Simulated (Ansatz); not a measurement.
**Sc (P6/mmm)**

All numbers below come from DFT PBE, scalar-relativistic, plane waves, PAW (Ansatz).

Cutoff 420 eV; k points 10×10×14 on the computed 3-atom cell (Γ-centred); Gaussian smearing, width 0.10 eV; no spin polarisation.

The structure is relaxed at this level of theory with its symmetry kept. This form isn't the element's structure at ambient conditions.

```cif
data_structure
_symmetry_space_group_name_H-M 'P6/mmm'
_symmetry_Int_Tables_number 191
_cell_length_a 5.1214
_cell_length_b 5.1214
_cell_length_c 3.2326
_cell_angle_alpha 90.000
_cell_angle_beta 90.000
_cell_angle_gamma 120.000
_cell_volume 73.43
loop_
_atom_site_label
_atom_site_type_symbol
_atom_site_symmetry_multiplicity
_atom_site_Wyckoff_symbol
_atom_site_fract_x
_atom_site_fract_y
_atom_site_fract_z
_atom_site_occupancy
Sc1 Sc 2 c 0.66667 0.33333 0.00000 1
Sc2 Sc 1 b 0.00000 0.00000 0.50000 1
```

- Space group: P6/mmm (No. 191)
- Volume per atom: 165.2 bohr³
- Formation energy from the elements' standard states (uncorrected): +0.061 eV/atom
- Kohn–Sham band gap: none (metal)
- Density of states at the Fermi level: 6.14 states/eV per cell
- Löwdin character within 0.5 eV of the Fermi level: Sc 3d 87 %, unprojected 9 %
- Bulk modulus: 53 GPa
- Its pressure derivative: 3.3
- Bader charges (e): Sc (2 in the cell) -0.37, Sc (1 in the cell) 0.74